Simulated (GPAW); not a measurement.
A run of GPAW 26.7.0 is set up as follows.

Contents of run.py:

```python
import spglib
from ase import Atoms
from ase.dft.bandgap import bandgap
from ase.io import read, write
from ase.parallel import parprint
from gpaw import GPAW, PW

atoms = read('PbSe.cif')
cell, positions, numbers = spglib.find_primitive(
    (atoms.cell[:], atoms.get_scaled_positions(), atoms.numbers), symprec=1e-4)
atoms = Atoms(numbers, cell=cell, scaled_positions=positions, pbc=True)

calc = GPAW(mode=PW(450),
            xc='PBE0',
            kpts={'size': (4, 4, 4), 'gamma': True},
            occupations={'name': 'fermi-dirac', 'width': 0.05},
            nbands=15,
            convergence={'density': 1e-05, 'energy': 1e-05},
            maxiter=60,
            txt='gpaw.txt')
atoms.calc = calc
energy = atoms.get_potential_energy()
forces = atoms.get_forces()
calc.write('gs.gpw')
write('result.traj', atoms)
parprint(f'Energy: {energy:.6f} eV')
parprint('Forces (eV/A):')
parprint(forces.round(4))
parprint('Fermi level:', round(calc.get_fermi_level(), 4), 'eV')
parprint(f'Gap: {bandgap(calc)[0]:.4f} eV, direct: {bandgap(calc, direct=True)[0]:.4f} eV')
```

File PbSe.cif:

```cif
data_PbSe
_cell_length_a 6.12130000
_cell_length_b 6.12130000
_cell_length_c 6.12130000
_cell_angle_alpha 90.00000000
_cell_angle_beta 90.00000000
_cell_angle_gamma 90.00000000
_space_group_name_H-M_alt 'Fm-3m'
_space_group_name_Hall '-F 4 2 3'
_space_group_IT_number 225
loop_
_space_group_symop_operation_xyz
'x,y,z'
'-x,-y,-z'
'-y,x,z'
'y,-x,-z'
'-x,-y,z'
'x,y,-z'
'y,-x,z'
'-y,x,-z'
'x,-y,-z'
'-x,y,z'
'-y,-x,-z'
'y,x,z'
'-x,y,-z'
'x,-y,z'
'y,x,-z'
'-y,-x,z'
'z,x,y'
'-z,-x,-y'
'z,-y,x'
'-z,y,-x'
'z,-x,-y'
'-z,x,y'
'z,y,-x'
'-z,-y,x'
'-z,x,-y'
'z,-x,y'
'-z,-y,-x'
'z,y,x'
'-z,-x,y'
'z,x,-y'
'-z,y,x'
'z,-y,-x'
'y,z,x'
'-y,-z,-x'
'x,z,-y'
'-x,-z,y'
'-y,z,-x'
'y,-z,x'
'-x,z,y'
'x,-z,-y'
'-y,-z,x'
'y,z,-x'
'-x,-z,-y'
'x,z,y'
'y,-z,-x'
'-y,z,x'
'x,-z,y'
'-x,z,-y'
'x,y+1/2,z+1/2'
'-x,-y+1/2,-z+1/2'
'-y,x+1/2,z+1/2'
'y,-x+1/2,-z+1/2'
'-x,-y+1/2,z+1/2'
'x,y+1/2,-z+1/2'
'y,-x+1/2,z+1/2'
'-y,x+1/2,-z+1/2'
'x,-y+1/2,-z+1/2'
'-x,y+1/2,z+1/2'
'-y,-x+1/2,-z+1/2'
[... 41 lines left out ...]
'-x+1/2,-y,z+1/2'
'x+1/2,y,-z+1/2'
'y+1/2,-x,z+1/2'
'-y+1/2,x,-z+1/2'
'x+1/2,-y,-z+1/2'
'-x+1/2,y,z+1/2'
'-y+1/2,-x,-z+1/2'
'y+1/2,x,z+1/2'
'-x+1/2,y,-z+1/2'
'x+1/2,-y,z+1/2'
'y+1/2,x,-z+1/2'
'-y+1/2,-x,z+1/2'
'z+1/2,x,y+1/2'
'-z+1/2,-x,-y+1/2'
'z+1/2,-y,x+1/2'
'-z+1/2,y,-x+1/2'
'z+1/2,-x,-y+1/2'
'-z+1/2,x,y+1/2'
'z+1/2,y,-x+1/2'
'-z+1/2,-y,x+1/2'
'-z+1/2,x,-y+1/2'
'z+1/2,-x,y+1/2'
'-z+1/2,-y,-x+1/2'
'z+1/2,y,x+1/2'
'-z+1/2,-x,y+1/2'
'z+1/2,x,-y+1/2'
'-z+1/2,y,x+1/2'
'z+1/2,-y,-x+1/2'
'y+1/2,z,x+1/2'
'-y+1/2,-z,-x+1/2'
'x+1/2,z,-y+1/2'
'-x+1/2,-z,y+1/2'
'-y+1/2,z,-x+1/2'
'y+1/2,-z,x+1/2'
'-x+1/2,z,y+1/2'
'x+1/2,-z,-y+1/2'
'-y+1/2,-z,x+1/2'
'y+1/2,z,-x+1/2'
'-x+1/2,-z,-y+1/2'
'x+1/2,z,y+1/2'
'y+1/2,-z,-x+1/2'
'-y+1/2,z,x+1/2'
'x+1/2,-z,y+1/2'
'-x+1/2,z,-y+1/2'
'x+1/2,y+1/2,z'
'-x+1/2,-y+1/2,-z'
'-y+1/2,x+1/2,z'
'y+1/2,-x+1/2,-z'
'-x+1/2,-y+1/2,z'
'x+1/2,y+1/2,-z'
'y+1/2,-x+1/2,z'
'-y+1/2,x+1/2,-z'
'x+1/2,-y+1/2,-z'
'-x+1/2,y+1/2,z'
'-y+1/2,-x+1/2,-z'
'y+1/2,x+1/2,z'
'-x+1/2,y+1/2,-z'
'x+1/2,-y+1/2,z'
'y+1/2,x+1/2,-z'
'-y+1/2,-x+1/2,z'
'z+1/2,x+1/2,y'
'-z+1/2,-x+1/2,-y'
'z+1/2,-y+1/2,x'
'-z+1/2,y+1/2,-x'
'z+1/2,-x+1/2,-y'
'-z+1/2,x+1/2,y'
'z+1/2,y+1/2,-x'
'-z+1/2,-y+1/2,x'
'-z+1/2,x+1/2,-y'
'z+1/2,-x+1/2,y'
'-z+1/2,-y+1/2,-x'
'z+1/2,y+1/2,x'
'-z+1/2,-x+1/2,y'
'z+1/2,x+1/2,-y'
'-z+1/2,y+1/2,x'
'z+1/2,-y+1/2,-x'
'y+1/2,z+1/2,x'
'-y+1/2,-z+1/2,-x'
'x+1/2,z+1/2,-y'
'-x+1/2,-z+1/2,y'
'-y+1/2,z+1/2,-x'
'y+1/2,-z+1/2,x'
'-x+1/2,z+1/2,y'
'x+1/2,-z+1/2,-y'
'-y+1/2,-z+1/2,x'
'y+1/2,z+1/2,-x'
'-x+1/2,-z+1/2,-y'
'x+1/2,z+1/2,y'
'y+1/2,-z+1/2,-x'
'-y+1/2,z+1/2,x'
'x+1/2,-z+1/2,y'
'-x+1/2,z+1/2,-y'
loop_
_atom_site_label
_atom_site_type_symbol
_atom_site_symmetry_multiplicity
_atom_site_Wyckoff_symbol
_atom_site_fract_x
_atom_site_fract_y
_atom_site_fract_z
_atom_site_occupancy
Pb1 Pb 4 a 0.0000000000 0.0000000000 0.0000000000 1
Se1 Se 4 b 0.5000000000 0.0000000000 0.0000000000 1
```

Potentials or basis: GPAW PAW data sets (gpaw-data 1.2.1), pw.

Launch:

```console
$ OMP_NUM_THREADS=1 mpirun -n 4 gpaw python run.py
```

Q: What does it give for the band gap on the k mesh?

A: 1.23 eV, direct.

Caveat: the k mesh is coarse (spacing up to 0.44 Å⁻¹), so the values aren't converged, least of all with exact exchange; exact exchange converges slowly with the k mesh, and this mesh is small; the PAW data sets were made with another functional, which shifts forces and pressure a little; spin-orbit coupling is left out, which as a rule narrows the gap of such compounds by several tenths of an eV. A k mesh can miss the band edges.
